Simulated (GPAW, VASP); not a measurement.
Given: the input of a run of GPAW 26.7.0 (ASE script) on SnO2 (Cassiterite). 

run.py

```python
from ase.dft.bandgap import bandgap
from ase.io import read, write
from ase.units import Bohr, GPa
from gpaw import GPAW, PW
from gpaw.elf import elf_from_dft_calculation

atoms = read('POSCAR')

calc = GPAW(mode=PW(800),
            xc='PBE',
            kpts={'size': (6, 6, 8), 'gamma': True},
            occupations={'name': 'methfessel-paxton', 'order': 0, 'width': 0.015},
            nbands=43,
            convergence={'density': 1e-05, 'energy': 1e-05},
            maxiter=150,
            txt='gpaw.txt')
atoms.calc = calc
energy = atoms.get_potential_energy()
forces = atoms.get_forces()
stress = atoms.get_stress()
calc.write('gs.gpw')
write('result.traj', atoms)
print(f'Energy: {energy:.6f} eV')
print('Forces (eV/A):')
print(forces.round(4))
print('Stress (GPa):', (stress / GPa).round(3))
print('Fermi level:', round(calc.get_fermi_level(), 4), 'eV')
print(f'Gap: {bandgap(calc)[0]:.4f} eV, direct: {bandgap(calc, direct=True)[0]:.4f} eV')

# fields on the real-space grid
write('density.cube', atoms, data=calc.get_pseudo_density() * Bohr**3)
write('potential.cube', atoms, data=calc.get_electrostatic_potential())
write('elf.cube', atoms, data=elf_from_dft_calculation(calc).data)
```

Contents of POSCAR:

```
SnO2
1.0
    4.7380000000      0.0000000000      0.0000000000
    0.0000000000      4.7380000000      0.0000000000
    0.0000000000      0.0000000000      3.1865000000
Sn O
2 4
Direct
    0.5000000000      0.5000000000      0.5000000000
    0.0000000000      0.0000000000      0.0000000000
    0.8071000000      0.1929000000      0.5000000000
    0.6929000000      0.6929000000      0.0000000000
    0.1929000000      0.8071000000      0.5000000000
    0.3071000000      0.3071000000      0.0000000000
```

Potentials or basis: GPAW PAW data sets (gpaw-data 1.2.1), pw.

The run is started by

```sh
$ OMP_NUM_THREADS=1 python run.py
```

Task: Set up the same calculation for VASP 6.6.1. Potentials or basis there: PBE PAW files O, Sn_d, 520 eV.

Result: As run (cutoffs and basis follow the program's own potentials, and thresholds, step limits or extra output files can differ):

Contents of INCAR:

```
PREC = Accurate ; ENCUT = 520
EDIFF = 1E-6 ; ISMEAR = 0
SIGMA = 0.015 ; LREAL = F
LASPH = T ; NELM = 60
ALGO = Normal ; ISIF = 2
LWAVE = F ; LCHARG = T
GGA = PE ; LELF = T
LVHAR = T
```

File KPOINTS:

```
Automatic mesh
0
Gamma
  6 6 8
```

POSCAR

```
SnO2
1.0
    4.7380000000      0.0000000000      0.0000000000
    0.0000000000      4.7380000000      0.0000000000
    0.0000000000      0.0000000000      3.1865000000
Sn O
2 4
Direct
    0.5000000000      0.5000000000      0.5000000000
    0.0000000000      0.0000000000      0.0000000000
    0.8071000000      0.1929000000      0.5000000000
    0.6929000000      0.6929000000      0.0000000000
    0.1929000000      0.8071000000      0.5000000000
    0.3071000000      0.3071000000      0.0000000000
```

Potentials or basis: VASP PAW PBE potentials, release 64 (Sn_d, O).

Command:

```sh
$ cat potpaw_PBE.64/Sn_d/POTCAR potpaw_PBE.64/O/POTCAR > POTCAR
$ mpirun -np 1 vasp_std > vasp.out
```

Both were run:

|  | GPAW | VASP |
| --- | --- | --- |
| Pressure | 9.6 GPa | 11.8 GPa |
| Largest force | 0.254 eV/Å | 0.294 eV/Å |

Pressure is positive in compression.
